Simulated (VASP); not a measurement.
# CdTe (F-43m) in VASP: band structure with PBE0

Aim: the band structure of CdTe with PBE0.

Everything below comes from runs of VASP 6.6.1. Logs are shortened: lines on timing, memory, paths and dates and some standing lists are left out, and cuts for length are marked.

**Measured values to compare with.**

From a printed reference work, data compilation, for a bulk crystal of CdTe at 0 K: band gap 1.607 eV.

The runs below are set against these values where they give the same quantity.

## Step 1: The crystal as given

It takes space group F-43m (No. 216, cubic). The conventional cell has a = 6.625 Å, b = 6.625 Å, c = 6.625 Å, α = 90.00°, β = 90.00°, γ = 90.00°. Cd (site symmetry -43m) is surrounded by 4 Te at 2.87 Å. Around Te (site symmetry -43m) lie 4 Cd at 2.87 Å.

## Step 2: Band structure, PBE0

The input, POSCAR:

```
CdTe                                    
1.0
    0.0000000000      3.3125746679      3.3125746679
    3.3125746679      0.0000000000      3.3125746679
    3.3125746679      3.3125746679      0.0000000000
  Cd              Te            
     1     1
Direct
     1.0000000000000000    0.0000000000000000    0.0000000000000000
     0.2500000000000000    0.2500000000000000    0.2500000000000000
```

The input, INCAR.step1:

```
SYSTEM = CdTe
PREC = Accurate
ENCUT = 520
EDIFF = 1E-5
ISMEAR = 0
SIGMA = 0.02
LREAL = .FALSE.
LASPH = .TRUE.
NELM = 100
ALGO = Normal
ISIF = 2
LWAVE = .TRUE.
LCHARG = .FALSE.
KPAR = 4
GGA = PE
```

The input, INCAR.step2:

```
SYSTEM = CdTe
PREC = Accurate
ENCUT = 520
EDIFF = 1E-7
ISMEAR = 0
SIGMA = 0.02
LREAL = .FALSE.
LASPH = .TRUE.
NELM = 100
ALGO = Normal
ISIF = 2
LWAVE = .FALSE.
LCHARG = .FALSE.
GGA = PE
LHFCALC = .TRUE.
AEXX = 0.25
PRECFOCK = Fast
HFRCUT = -1
KPAR = 4
ISTART = 1
```

The input, KPOINTS:

```
regular mesh
0
G
  6 6 6
  0 0 0
```

The input, KPOINTS_OPT:

```
path GXWKGLUWLK,UX
10
line-mode
reciprocal
 0.0000000000  0.0000000000  0.0000000000  G
 0.5000000000  0.0000000000  0.5000000000  X

 0.5000000000  0.0000000000  0.5000000000  X
 0.5000000000  0.2500000000  0.7500000000  W

 0.5000000000  0.2500000000  0.7500000000  W
 0.3750000000  0.3750000000  0.7500000000  K

 0.3750000000  0.3750000000  0.7500000000  K
 0.0000000000  0.0000000000  0.0000000000  G

 0.0000000000  0.0000000000  0.0000000000  G
 0.5000000000  0.5000000000  0.5000000000  L

 0.5000000000  0.5000000000  0.5000000000  L
 0.6250000000  0.2500000000  0.6250000000  U

 0.6250000000  0.2500000000  0.6250000000  U
 0.5000000000  0.2500000000  0.7500000000  W

 0.5000000000  0.2500000000  0.7500000000  W
 0.5000000000  0.5000000000  0.5000000000  L

 0.5000000000  0.5000000000  0.5000000000  L
 0.3750000000  0.3750000000  0.7500000000  K

 0.6250000000  0.2500000000  0.6250000000  U
 0.5000000000  0.0000000000  0.5000000000  X
```

Potentials or basis: VASP PAW PBE potentials, release 64 (Cd, Te).

Run with:

```sh
cat potpaw_PBE.64/Cd/POTCAR potpaw_PBE.64/Te/POTCAR > POTCAR
cp INCAR.step1 INCAR
mpirun -np 4 vasp_std > vasp.out
cp INCAR.step2 INCAR
mpirun -np 4 vasp_std > vasp.out
```

OUTCAR:

```text
SYSTEM = CdTe
   PREC = Accurate
   ENCUT = 520
   EDIFF = 1E-7
   ISMEAR = 0
   LREAL = .FALSE.
   LASPH = .TRUE.
   NELM = 100
   ISIF = 2
   GGA = PE
   LHFCALC = .TRUE.
   AEXX = 0.25
   PRECFOCK = Fast
   ISTART = 1

 ion  position               nearest neighbor table
   1  0.000  0.000  0.000-   2 2.87   2 2.87   2 2.87   2 2.87
   2  0.250  0.250  0.250-   1 2.87   1 2.87   1 2.87   1 2.87

  LATTYP: Found a face centered cubic cell.
 ALAT       =     6.6251493358

  Lattice vectors:

 A1 = (   0.0000000000,   3.3125746679,   3.3125746679)
 A2 = (   3.3125746679,   0.0000000000,   3.3125746679)
 A3 = (   3.3125746679,   3.3125746679,   0.0000000000)

Analysis of symmetry for initial positions (statically):
=====================================================================
 Subroutine PRICEL returns:
 Original cell was already a primitive cell.

 Routine SETGRP: Setting up the symmetry group for a
 face centered cubic supercell.

 Subroutine GETGRP returns: Found 24 space group operations
 (whereof 24 operations were pure point group operations)
 out of a pool of 48 trial point group operations.

The static configuration has the point symmetry T_d .

Analysis of symmetry for dynamics (positions and initial velocities):
=====================================================================
 Subroutine PRICEL returns:
 Original cell was already a primitive cell.

 Routine SETGRP: Setting up the symmetry group for a
 face centered cubic supercell.

 Subroutine GETGRP returns: Found 24 space group operations
 (whereof 24 operations were pure point group operations)
 out of a pool of 48 trial point group operations.

The dynamic configuration has the point symmetry T_d .

 Subroutine INISYM returns: Found 24 space group operations
 (whereof 24 operations are pure point group operations),
 and found     1 'primitive' translations

----------------------------------------------------------------------------------------

                                     Primitive cell

  volume of cell :      72.6988

  direct lattice vectors                    reciprocal lattice vectors
     0.000000000  3.312574668  3.312574668    -0.150939994  0.150939994  0.150939994
     3.312574668  0.000000000  3.312574668     0.150939994 -0.150939994  0.150939994
     3.312574668  3.312574668  0.000000000     0.150939994  0.150939994 -0.150939994

  length of vectors
     4.684688022  4.684688022  4.684688022     0.261435738  0.261435738  0.261435738

  position of ions in fractional coordinates (direct lattice)
     0.000000000  0.000000000  0.000000000
     0.250000000  0.250000000  0.250000000

  ion indices of the primitive-cell ions
   primitive index   ion index
                 1           1
                 2           2

----------------------------------------------------------------------------------------

 KPOINTS: regular mesh

Automatic generation of k-mesh.
 Grid dimensions read from file:
 generate k-points for:    6    6    6

 Generating k-lattice:

  Cartesian coordinates                     Fractional coordinates (reciprocal lattice)
    -0.025156666  0.025156666  0.025156666     0.166666667  0.000000000  0.000000000
     0.025156666 -0.025156666  0.025156666     0.000000000  0.166666667  0.000000000
     0.025156666  0.025156666 -0.025156666     0.000000000  0.000000000  0.166666667

  Length of vectors
     0.043572623  0.043572623  0.043572623

  Shift w.r.t. Gamma in fractional coordinates (k-lattice)
     0.000000000  0.000000000  0.000000000

 Subroutine IBZKPT returns following result:
 ===========================================

 Found     16 irreducible k-points:

 Following reciprocal coordinates:
            Coordinates               Weight
  0.000000  0.000000  0.000000      1.000000
  0.166667  0.000000  0.000000      8.000000
  0.333333  0.000000  0.000000      8.000000
  0.500000  0.000000  0.000000      4.000000
  0.166667  0.166667  0.000000      6.000000
  0.333333  0.166667  0.000000     24.000000
[... 8 lines left out ...]
 -0.333333  0.333333  0.166667     24.000000
 -0.333333  0.500000  0.166667     12.000000
   k-points           NKPTS =     16   k-points in BZ     NKDIM =    216   number of bands    NBANDS=     13
   number of dos      NEDOS =    301   number of ions     NIONS =      2
   total plane-waves  NPLWV =  46656
   dimension x,y,z NGX =    36 NGY =   36 NGZ =   36
   dimension x,y,z NGXF=    72 NGYF=   72 NGZF=   72
   ions per type =               1   1
   NGX,Y,Z   is equivalent  to a cutoff of  12.78, 12.78, 12.78 a.u.
   NGXF,Y,Z  is equivalent  to a cutoff of  25.55, 25.55, 25.55 a.u.
 SYSTEM =  CdTe
   PREC   = accura    normal or accurate (medium, high low for compatibility)
   ISTART =      1    job   : 0-new  1-cont  2-samecut
   ICHARG =      0    charge: 1-file 2-atom 10-const
   ISPIN  =      1    spin polarized calculation?
   LNONCOLLINEAR =      F non collinear calculations
   LSORBIT =      F    spin-orbit coupling
   LASPH  =      T    aspherical Exc in radial PAW
   ENCUT  =  520.0 eV  38.22 Ry    6.18 a.u.   8.71  8.71  8.71*2*pi/ulx,y,z
   NELM   =    100;   NELMIN=  2; NELMDL=  0     # of ELM steps
   EDIFF  = 0.1E-06   stopping-criterion for ELM
   LREAL  =      F    real-space projection
   EDIFFG = 0.1E-05   stopping-criterion for IOM
   NSW    =      0    number of steps for IOM
   IBRION =     -1    ionic relax: 0-MD 1-quasi-New 2-CG
   NFREE  =      0    steps in history (QN), initial steepest desc. (CG)
   ISIF   =      2    stress and relaxation
   ISYM   =      3    0-nonsym 1-usesym 2-fastsym
   POTIM  = 0.5000    time-step for ionic-motion
   TEBEG  =    0.0;   TEEND  =   0.0 temperature during run
   PSTRESS=    0.0 pullay stress
   NELECT =      18.0000    total number of electrons
   NUPDOWN=      -1.0000    fix difference up-down
   EMIN   =  10.00;   EMAX   =-10.00  energy-range for DOS
   EFERMI =   0.00;   METHOD = LEGACY
   ISMEAR =     0;   SIGMA  =   0.02  broadening in eV -4-tet -1-fermi 0-gaus
   EFERMI_NEDOS =   21; number of points for ismear=-14 and -15
   IALGO  =     38    algorithm
   IMIX   =      1    mixing-type and parameters
     AMIX     =   0.40;   BMIX     =  1.00
     AMIX_MAG =   1.60;   BMIX_MAG =  1.00
  volume/ion in A,a.u.               =      36.35       245.30
  Fermi-wavevector in a.u.,A,eV,Ry     =   1.027993  1.942624 14.378212  1.056769
  Thomas-Fermi vector in A             =   2.161966
   LORBIT       =      0    0 simple, 1 ext, 2 COOP (PROOUT), +10 PAW based schemes
   GGA     = PE    functional components
   LHFCALC =     T    Hartree Fock is set to
   PRECFOCK=fast      Normal, Fast or Accurate (Low or Medium for compatibility)
   ENCUT4O =  -1.0   cutoff for four orbital integrals eV
   NKREDX  =     1    reduce k-point grid by
   NKREDY  =     1    reduce k-point grid by
   NKREDZ  =     1    reduce k-point grid by
   AEXX    =    0.2500 exact exchange contribution
   HFSCREEN=    0.0000 screening length (either q_TF or 0.3 A-1)
   HFSCREENC=   0.0000 screening length for correlation (either q_TF or 0.3 A-1)
   ENCUTFOCK=  -1.0 apply spherical cutoff to Coloumb kernel
   IVDW    =     0    specifies the selected vdW correction
   LEPSILON=     F    determine dielectric tensor
   LRPA    =     F    only Hartree local field effects (RPA)
 non-spin polarized calculation
 Gauss-broadening in eV      SIGMA  =   0.02
  energy-cutoff  :      520.00
  volume of cell :       72.70
 maximum number of plane-waves:      1980
  NGX = 20; NGY = 20; NGZ = 20

 number of electron      18.0000006 magnetization

 Free energy of the ion-electron system (eV)
  ---------------------------------------------------
  ext. energy  EPLUGINS =         0.00000000
  ---------------------------------------------------
  free energy    TOTEN  =        -6.56072790 eV

  energy without entropy =       -6.56072790  energy(sigma->0) =       -6.56072790

 E-fermi :   1.0445     XC(G=0):  -6.5703

 val. band max:        0.9427191144   @ k =   0.0000   0.0000   0.0000
 cond. band min:       2.8603875407   @ k =   0.0000   0.0000   0.0000
 fundamental gap:      1.9176684263
 Fermi energy:         1.0445133123

 k-point     1 :       0.0000    0.0000    0.0000
  band No.  band energies     occupation
      1     -10.9197      2.00000
      2      -8.5532      2.00000
      3      -8.5532      2.00000
      4      -8.5532      2.00000
      5      -8.3344      2.00000
      6      -8.3344      2.00000
      7       0.9427      2.00000
      8       0.9427      2.00000
      9       0.9427      2.00000
     10       2.8604      0.00000
     11       7.1125      0.00000
     12       7.1125      0.00000
     13       7.1125      0.00000

 k-point     2 :       0.1667    0.0000    0.0000
  band No.  band energies     occupation
      1     -10.8322      2.00000
      2      -8.5384      2.00000
      3      -8.5384      2.00000
      4      -8.4595      2.00000
      5      -8.3354      2.00000
      6      -8.3354      2.00000
      7      -0.7643      2.00000
      8       0.7241      2.00000
      9       0.7241      2.00000
     10       4.0025      0.00000
     11       7.1388      0.00000
     12       7.4482      0.00000
     13       7.4482      0.00000

 k-point     3 :       0.3333    0.0000    0.0000
  band No.  band energies     occupation
      1     -10.6676      2.00000
      2      -8.5121      2.00000
      3      -8.5121      2.00000
      4      -8.3329      2.00000
      5      -8.3329      2.00000
      6      -8.1713      2.00000
      7      -2.6846      2.00000
      8       0.3513      2.00000
      9       0.3513      2.00000
     10       4.2080      0.00000
     11       7.7271      0.00000
     12       7.7271      0.00000
     13       8.6251      0.00000
[... 177 lines left out ...]
 k-point    15 :      -0.3333    0.3333    0.1667
  band No.  band energies     occupation
      1     -10.5212      2.00000
      2      -8.4694      2.00000
      3      -8.4573      2.00000
      4      -8.3539      2.00000
      5      -8.3320      2.00000
      6      -7.7859      2.00000
      7      -3.2589      2.00000
      8      -1.4067      2.00000
      9      -0.6071      2.00000
     10       6.0573      0.00000
     11       7.0450      0.00000
     12       8.2013      0.00000
     13       9.7546      0.00000

 k-point    16 :      -0.3333    0.5000    0.1667
  band No.  band energies     occupation
      1     -10.4984      2.00000
      2      -8.4493      2.00000
      3      -8.4423      2.00000
      4      -8.3721      2.00000
      5      -8.3245      2.00000
      6      -7.7354      2.00000
      7      -3.3127      2.00000
      8      -1.2458      2.00000
      9      -1.1069      2.00000
     10       6.1070      0.00000
     11       6.1612      0.00000
     12       9.1288      0.00000
     13       9.4350      0.00000

------------------------ aborting loop because EDIFF is reached ----------------------------------------

  FORCE on cell =-STRESS in cart. coord.  units (eV):
  Direction    XX          YY          ZZ          XY          YZ          ZX
  --------------------------------------------------------------------------------------
  -------------------------------------------------------------------------------------
  Total       -0.5373289     -0.5373289     -0.5373289      0.0000000      0.0000000      0.0000000
  in kB      -11.8419640    -11.8419640    -11.8419640      0.0000000      0.0000000      0.0000000
  external PRESSURE =     -11.8419640 kB  Pullay stress =       0.0000000 kB

 VOLUME and BASIS-vectors are now :
 -----------------------------------------------------------------------------
  energy-cutoff  :      520.00
  volume of cell :       72.70
      direct lattice vectors                 reciprocal lattice vectors
     0.000000000  3.312574668  3.312574668    -0.150939994  0.150939994  0.150939994
     3.312574668  0.000000000  3.312574668     0.150939994 -0.150939994  0.150939994
     3.312574668  3.312574668  0.000000000     0.150939994  0.150939994 -0.150939994

 POSITION                                       TOTAL-FORCE (eV/Angst)
 -----------------------------------------------------------------------------------
      0.00000      0.00000      0.00000        -0.000000     -0.000000     -0.000000
      1.65629      1.65629      1.65629         0.000000      0.000000      0.000000
 -----------------------------------------------------------------------------------
    total drift:                               -0.000001     -0.000001     -0.000001

  FREE ENERGIE OF THE ION-ELECTRON SYSTEM (eV)
  ---------------------------------------------------
  free  energy   TOTEN  =        -6.5607279012 eV

  energy  without entropy=       -6.5607279012  energy(sigma->0) =       -6.56072790
```

It took 35 min on 4 MPI ranks of Intel Xeon Platinum 8259CL at 2.50GHz (Skylake/Cascade Lake), shared host; peak memory 0.35 GiB.

What came out:

| Quantity | Value |
| --- | --- |
| Free energy | -6.5607 eV |
| Pressure | -1.2 GPa |
| Band gap on the k mesh | 1.92 eV, direct |
| Band gap along the path | 1.92 eV, direct |

Levels at the corners of the path, in eV from the valence-band top:
```tsv
point	band 7	band 8	band 9	band 10	band 11	band 12
Γ	0.00	0.00	0.00	1.92	6.17	6.17
X	-4.37	-1.82	-1.82	4.04	4.12	10.28
X	-4.37	-1.82	-1.82	4.04	4.12	10.28
W	-4.21	-2.31	-2.12	5.71	6.11	7.05
W	-4.21	-2.31	-2.12	5.71	6.11	7.05
K	-4.24	-2.51	-1.51	4.34	5.98	8.85
K	-4.24	-2.51	-1.51	4.34	5.98	8.85
Γ	0.00	0.00	0.00	1.92	6.17	6.17
Γ	0.00	0.00	0.00	1.92	6.17	6.17
L	-4.46	-0.76	-0.76	3.17	6.74	6.74
L	-4.46	-0.76	-0.76	3.17	6.74	6.74
U	-4.24	-2.51	-1.51	4.34	5.98	8.86
U	-4.24	-2.51	-1.51	4.34	5.98	8.85
W	-4.21	-2.31	-2.12	5.71	6.11	7.05
W	-4.21	-2.31	-2.12	5.71	6.11	7.05
L	-4.46	-0.76	-0.76	3.17	6.74	6.74
L	-4.46	-0.76	-0.76	3.17	6.74	6.74
K	-4.24	-2.51	-1.51	4.34	5.98	8.85
U	-4.24	-2.51	-1.51	4.34	5.98	8.85
X	-4.37	-1.82	-1.82	4.04	4.12	10.28
```

Caveat: the PAW data sets were made with another functional, which shifts forces and pressure a little; spin-orbit coupling is left out, which moves the levels of the heavy elements.

## Step 3: Comparison with measurements

Step 2. Measured gap of CdTe: 1.607 eV (0 K; a printed reference work, data compilation). This calculation gives 1.92 eV (+0.31 eV). Spin-orbit coupling on Cd, Te is left out. The value is that of PBE0, without temperature or zero-point motion.
